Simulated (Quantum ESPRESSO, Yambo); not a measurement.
# AlAs (F-43m): G0W0 in Yambo against the bands, part 2 of 2

How does the gap of AlAs (F-43m) converge in the bands?

Yambo 5.3.0; PBE and many-body steps on it, plane waves. Known limits of the many-body steps: not at the basis limit; no spin-orbit coupling; coarse k mesh.

So far. Step 4 (148 bands): Against the run before, the gap moves by +0.101 eV.

## 5. 261 bands

Level of this step: G0W0 on PBE, plane waves, norm-conserving pseudopotentials (Yambo).

File gw4.in:

```
HF_and_locXC
gw0
dyson
ppa
em1d
rim_cut
RandQpts= 1000000
RandGvec= 1 RL
EXXRLvcs= 100 Ry
VXCRLvcs= 400 Ry
Chimod= "HARTREE"
% BndsRnXp
 1 | 261 |
%
NGsBlkXp= 15.5 Ry
% LongDrXp
 1 | 1 | 1 |
%
% GbndRnge
 1 | 261 |
%
DysSolver= "n"
ExtendOut
PPAPntXp= 27.21138 eV
% QPkrange
 1 | 1 | 12 | 15 |
 7 | 7 | 12 | 15 |
%
```

On the command line:

```console
> OMP_NUM_THREADS=1 mpirun -n 4 yambo -F gw4.in -J gw4 -C gw4 > gw4.log
```

What it wrote:

```text
 Yambo, version 5.3.0

 [02] CORE Variables Setup
 =========================

  [... cell, symmetries and grids as in the set-up ...]

  [02.05] Energies & Occupations
  ==============================

  [X] === General ===
  [X] Electronic Temperature                        :  0.000000  0.000000 [eV K]
  [X] Bosonic    Temperature                        :  0.000000  0.000000 [eV K]
  [X] Finite Temperature mode                       : no
  [X] El. density                                   :  0.57332E+24 [cm-3]
[...]
QP @ state[ 1 ] b range                          :  12  15
   QP @ state[ 2 ] K range                          :   7   7
   QP @ state[ 2 ] b range                          :  12  15
   GF energies kind                                 : Perdew, Burke & Ernzerhof(X)+Perdew, Burke & Ernzerhof(C)
   GF WF`s kind                                     : Perdew, Burke & Ernzerhof(X)+Perdew, Burke & Ernzerhof(C)
   Xs energies kind                                 : Perdew, Burke & Ernzerhof(X)+Perdew, Burke & Ernzerhof(C)
   Xs WF`s kind                                     : Perdew, Burke & Ernzerhof(X)+Perdew, Burke & Ernzerhof(C)

 [11] Game Over & Game summary
```

Run time: 9 min. Hardware: 4 MPI ranks of Arm Neoverse N1, shared host; peak memory 2.1 GiB.

Numbers from this step:

- G0W0 gap on the points computed: 2.061 eV
- starting gap on the mesh: 1.438 eV
- k of the valence top: 0, 0, 0
- k of the conduction bottom: 0, -0.5, -0.5
- least direct G0W0 gap on the computed points: 2.850 eV

Against the run before, the gap moves by +0.067 eV.

## 6. 395 bands

gw5.in, as its differences from gw4.in of step 5:

```diff
@@ -12,3 +12,3 @@
 % BndsRnXp
- 1 | 261 |
+ 1 | 395 |
 %
@@ -19,3 +19,3 @@
 % GbndRnge
- 1 | 261 |
+ 1 | 395 |
 %
```

On the command line:

```console
> OMP_NUM_THREADS=1 mpirun -n 4 yambo -F gw5.in -J gw5 -C gw5 > gw5.log
```

What it wrote:

```text
 Yambo, version 5.3.0

 [02] CORE Variables Setup
 =========================

  [... cell, symmetries and grids as in the set-up ...]

  [02.05] Energies & Occupations
  ==============================

  [X] === General ===
  [X] Electronic Temperature                        :  0.000000  0.000000 [eV K]
  [X] Bosonic    Temperature                        :  0.000000  0.000000 [eV K]
  [X] Finite Temperature mode                       : no
  [X] El. density                                   :  0.57332E+24 [cm-3]
[...]
QP @ state[ 1 ] b range                          :  12  15
   QP @ state[ 2 ] K range                          :   7   7
   QP @ state[ 2 ] b range                          :  12  15
   GF energies kind                                 : Perdew, Burke & Ernzerhof(X)+Perdew, Burke & Ernzerhof(C)
   GF WF`s kind                                     : Perdew, Burke & Ernzerhof(X)+Perdew, Burke & Ernzerhof(C)
   Xs energies kind                                 : Perdew, Burke & Ernzerhof(X)+Perdew, Burke & Ernzerhof(C)
   Xs WF`s kind                                     : Perdew, Burke & Ernzerhof(X)+Perdew, Burke & Ernzerhof(C)

 [11] Game Over & Game summary
```

Elapsed: 14 min, on 4 MPI ranks; peak memory 2.7 GiB.

This step gave:

```yaml
g0w0_gap_on_the_points_computed: 2.092 eV
starting_gap_on_the_mesh: 1.438 eV
k_of_the_valence_top: 0, 0, 0
k_of_the_conduction_bottom: 0, -0.5, -0.5
least_direct_g0w0_gap_on_the_computed_points: 2.855 eV
```

Against the run before, the gap moves by +0.032 eV.

## 7. 548 bands

gw6.in, as its differences from gw5.in of step 6:

```diff
@@ -12,3 +12,3 @@
 % BndsRnXp
- 1 | 395 |
+ 1 | 548 |
 %
@@ -19,3 +19,3 @@
 % GbndRnge
- 1 | 395 |
+ 1 | 548 |
 %
```

On the command line:

```console
> OMP_NUM_THREADS=1 mpirun -n 4 yambo -F gw6.in -J gw6 -C gw6 > gw6.log
```

What it wrote:

```text
 Yambo, version 5.3.0

 [02] CORE Variables Setup
 =========================

  [... cell, symmetries and grids as in the set-up ...]

  [02.05] Energies & Occupations
  ==============================

  [X] === General ===
  [X] Electronic Temperature                        :  0.000000  0.000000 [eV K]
  [X] Bosonic    Temperature                        :  0.000000  0.000000 [eV K]
  [X] Finite Temperature mode                       : no
  [X] El. density                                   :  0.57332E+24 [cm-3]
[...]
QP @ state[ 1 ] b range                          :  12  15
   QP @ state[ 2 ] K range                          :   7   7
   QP @ state[ 2 ] b range                          :  12  15
   GF energies kind                                 : Perdew, Burke & Ernzerhof(X)+Perdew, Burke & Ernzerhof(C)
   GF WF`s kind                                     : Perdew, Burke & Ernzerhof(X)+Perdew, Burke & Ernzerhof(C)
   Xs energies kind                                 : Perdew, Burke & Ernzerhof(X)+Perdew, Burke & Ernzerhof(C)
   Xs WF`s kind                                     : Perdew, Burke & Ernzerhof(X)+Perdew, Burke & Ernzerhof(C)

 [11] Game Over & Game summary
```

Elapsed: 19 min, on 4 MPI ranks; peak memory 3.3 GiB.

Numbers from this step:

```
G0W0 gap on the points computed              : 2.108 eV
starting gap on the mesh                     : 1.438 eV
k of the valence top                         : 0, 0, 0
k of the conduction bottom                   : 0, -0.5, -0.5
least direct G0W0 gap on the computed points : 2.856 eV
```

Against the run before, the gap moves by +0.016 eV.

## 8. The runs together

Times are wall times on 4 MPI ranks of Arm Neoverse N1, shared host, good to a factor of about two.

```
      run   mesh  bands  screening cutoff (eV)  DFT gap (eV)  gap on the mesh (eV)  direct (eV)     time
 44 bands  4×4×4     44                  210.9         1.438                 1.777        2.769     90 s
 79 bands  4×4×4     79                  210.9         1.438                 1.892        2.805  2.7 min
148 bands  4×4×4    148                  210.9         1.438                 1.994        2.832  5.1 min
261 bands  4×4×4    261                  210.9         1.438                 2.061        2.850    9 min
395 bands  4×4×4    395                  210.9         1.438                 2.092        2.855   14 min
548 bands  4×4×4    548                  210.9         1.438                 2.108        2.856   19 min
```

## 9. Outcome

```
44 bands     : 1.777 eV
79 bands     : 1.892 eV
148 bands    : 1.994 eV
261 bands    : 2.061 eV
395 bands    : 2.092 eV
548 bands    : 2.108 eV
known limits : not at the basis limit; no spin-orbit coupling; coarse k mesh
```

In words: The setting moved: bands. From 44 bands to 548 bands the gap moves by +0.33 eV, for 13 times the time. The last step still moves it by +0.016 eV. Bands and screening cutoff are coupled, so a series along one setting does not show full convergence. Bands and cutoff are finite, so the gap is not at the basis limit. The miss can reach some tenths of an eV and take either sign; the mesh is an error of its own. In the G0W0 runs levels were corrected at 2 k points alone, so a gap called «on the mesh» is the least over those, and an edge elsewhere would be missed. The 4×4×4 mesh is coarse for this cell, which bears on the long-range parts of exchange and screening. The many-body steps are scalar-relativistic: spin-orbit coupling is not in them.

[Paths, hosts, dates, memory and timing lines, banners, echoed tables and standing remarks are left out of the program output.]

[Logs are printed without paths, hosts, clocks, repeated set-up lines and the standing remarks that a program may print on its own settings, such as how far it seeks lower states.]

[Runs of the session that timed out or met a known fault of the program may be left out.]

[Hosts, paths, dates, database ids (printed as entryN), source tags and the programs' standing remarks are cut or masked in the printed files.]
